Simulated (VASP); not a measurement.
Level of theory: PBE GGA with D3 dispersion (zero damping), VASP's PBE PAW potentials (set 64) (plane waves; VASP).

VASP input:

INCAR:
```
ALGO  =  Normal
EDIFF  =  1E-7
ENCUT  =  520
GGA  =  PE
ISIF  =  2
ISMEAR  =  0
IVDW  =  11
LASPH  =  T
LCHARG  =  F
LMAXMIX  =  4
LREAL  =  F
LWAVE  =  F
NELM  =  100
PREC  =  Accurate
SIGMA  =  0.05
SYSTEM  =  CsCl
```

### POSCAR
```
CsCl
1
    4.1186985561     0.0000000000     0.0000000000
    0.0000000000     4.1186985561     0.0000000000
    0.0000000000     0.0000000000     4.1186985561
Cs Cl
1 1
Direct
  0.0000000000   0.0000000000   0.0000000000
  0.5000000000   0.5000000000   0.5000000000
```

### KPOINTS
```
Automatic mesh
0
Gamma
6 6 6
0 0 0
```

POTCAR, in this order: Cs_sv Cl (PBE.64 set). Program: vasp_std.

The resulting files:

**OSZICAR**
```
       N       E                     dE             d eps       ncg     rms          rms(c)
DAV:   1     0.949660053614E+02    0.94966E+02   -0.68073E+03   480   0.114E+03
DAV:   2    -0.217444179220E+00   -0.95183E+02   -0.86855E+02   712   0.191E+02
DAV:   3    -0.686902554779E+01   -0.66516E+01   -0.66254E+01   600   0.565E+01
DAV:   4    -0.693843158225E+01   -0.69406E-01   -0.69361E-01   568   0.688E+00
DAV:   5    -0.693941278754E+01   -0.98121E-03   -0.98114E-03   608   0.829E-01    0.234E+00
DAV:   6    -0.656865638882E+01    0.37076E+00   -0.63924E-01   544   0.461E+00    0.180E+00
DAV:   7    -0.652421440603E+01    0.44442E-01   -0.20481E-01   652   0.257E+00    0.106E+00
DAV:   8    -0.652500484153E+01   -0.79044E-03   -0.14661E-02   560   0.937E-01    0.136E-01
DAV:   9    -0.652537464244E+01   -0.36980E-03   -0.33631E-03   624   0.380E-01    0.117E-01
DAV:  10    -0.652551412885E+01   -0.13949E-03   -0.28317E-04   560   0.141E-01    0.191E-02
DAV:  11    -0.652553057487E+01   -0.16446E-04   -0.33937E-05   608   0.436E-02    0.584E-03
DAV:  12    -0.652553037711E+01    0.19775E-06   -0.90508E-06   576   0.193E-02    0.300E-03
DAV:  13    -0.652553018836E+01    0.18875E-06   -0.40634E-07   576   0.481E-03    0.112E-03
DAV:  14    -0.652553024525E+01   -0.56893E-07   -0.23835E-07   500   0.282E-03
   1 F= -.70011024E+01 E0= -.70011024E+01  d E =-.134379E-10
```

**OUTCAR**
```
------------------------ aborting loop because EDIFF is reached ----------------------------------------
 Edisp (eV)   -0.47557
  FORCE on cell =-STRESS in cart. coord.  units (eV):
  Direction    XX          YY          ZZ          XY          YZ          ZX
  --------------------------------------------------------------------------------------
  Total       0.47081     0.47081     0.47081    -0.00000    -0.00000     0.00000
  in kB      10.79634    10.79634    10.79634    -0.00000    -0.00000     0.00000
  external pressure =       10.80 kB  Pullay stress =        0.00 kB
  volume of cell :       69.87
      direct lattice vectors                 reciprocal lattice vectors
     4.118698556  0.000000000  0.000000000     0.242795142  0.000000000  0.000000000
     0.000000000  4.118698556  0.000000000     0.000000000  0.242795142  0.000000000
     0.000000000  0.000000000  4.118698556     0.000000000  0.000000000  0.242795142
 POSITION                                       TOTAL-FORCE (eV/Angst)
 -----------------------------------------------------------------------------------
      0.00000      0.00000      0.00000         0.000000      0.000000      0.000000
      2.05935      2.05935      2.05935         0.000000      0.000000      0.000000
 -----------------------------------------------------------------------------------
    total drift:                                0.000000      0.000000     -0.000000
  FREE ENERGIE OF THE ION-ELECTRON SYSTEM (eV)
  ---------------------------------------------------
  free  energy   TOTEN  =        -7.0011024184 eV

  energy  without entropy=       -7.0011024184  energy(sigma->0) =       -7.00110242
```
(Selected blocks of OUTCAR.)

OUTCAR:
```
 val. band max:       -0.3004696722   @ k =   0.0000   0.0000   0.0000

 cond. band min:       4.9750978280   @ k =   0.0000   0.0000   0.0000


 Fermi energy:        -0.0931759629

 k-point     1 :       0.0000    0.0000    0.0000
  band No.  band energies     occupation
      1     -19.6773      2.00000
      2     -12.4827      2.00000
      3      -6.1621      2.00000
      4      -6.1621      2.00000
      5      -6.1621      2.00000
      6      -0.3005      2.00000
      7      -0.3005      2.00000
      8      -0.3005      2.00000
      9       4.9751      0.00000
     10       5.0919      0.00000
     11       5.0919      0.00000
     12       9.7394      0.00000

 k-point     2 :       0.1667    0.0000    0.0000
  band No.  band energies     occupation
      1     -19.6569      2.00000
      2     -12.4928      2.00000
      3      -6.3106      2.00000
      4      -6.1274      2.00000
      5      -6.1274      2.00000
      6      -0.6493      2.00000
      7      -0.3580      2.00000
      8      -0.3580      2.00000
      9       5.2771      0.00000
     10       5.5718      0.00000
     11       5.7773      0.00000
     12       9.5259      0.00000

 k-point     3 :       0.3333    0.0000    0.0000
  band No.  band energies     occupation
      1     -19.6153      2.00000
      2     -12.5162      2.00000
      3      -6.5752      2.00000
      4      -6.0557      2.00000
      5      -6.0557      2.00000
      6      -1.2252      2.00000
      7      -0.4780      2.00000
      8      -0.4780      2.00000
      9       5.7589      0.00000
     10       6.6959      0.00000
     11       7.4886      0.00000
     12       9.2732      0.00000

 k-point     4 :       0.5000    0.0000    0.0000
  band No.  band energies     occupation
      1     -19.5942      2.00000
      2     -12.5295      2.00000
      3      -6.6934      2.00000
      4      -6.0186      2.00000
      5      -6.0186      2.00000
      6      -1.4742      2.00000
...
```

Unless said otherwise, spin-orbit coupling is left out, though it shifts the bands of the heavy elements here.

The compound is CsCl in the CsCl type structure. This cell is one point of a volume scan, at 0.94 of the reference volume.
